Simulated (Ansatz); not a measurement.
Bi:

```xyz
1
Lattice="-1.9814 1.9814 1.9814 1.9814 -1.9814 1.9814 1.9814 1.9814 -1.9814" Properties=species:S:1:pos:R:3 pbc="T T T"
Bi    0.0000    0.0000    0.0000
```

This isn't the form of Bi at room conditions, which is rhombohedral.

```yaml
Program: Ansatz 0.2.0
Task: relaxation of cell and atoms
Functional: PBEsol
Dispersion: D4
Potentials_or_basis: all-electron LAPW, scalar-relativistic
Basis_error_allowed: 0.001 eV/atom
k_mesh: 9 × 9 × 9
Occupations: fermi-dirac, width 0.05 eV
Spin: no spin polarisation
```

At the start: volume 31.12 Å³/atom.

Q: Where does the relaxation end?

A: Over 5 steps the energy falls by 22.7 meV/atom and the volume is 29.18 Å³/atom (-6.2 %); space group Im-3m (No. 229, to 0.05 Å).

Step by step:
| step | energy change (eV) | largest force (eV/Å) | volume (Å³) |
| --- | --- | --- | --- |
| 1 | 0.0000 | 0.0000 | 31.12 |
| 2 | -0.0209 | 0.0000 | 28.67 |
| 3 | -0.0227 | 0.0000 | 29.23 |
| 4 | -0.0227 | 0.0000 | 29.18 |
| 5 | -0.0227 | 0.0000 | 29.18 |

Final structure:
```xyz
1
Lattice="-1.9395 1.9395 1.9395 1.9395 -1.9395 1.9395 1.9395 1.9395 -1.9395" Properties=species:S:1:pos:R:3 pbc="T T T"
Bi    0.0000    0.0000    0.0000
```
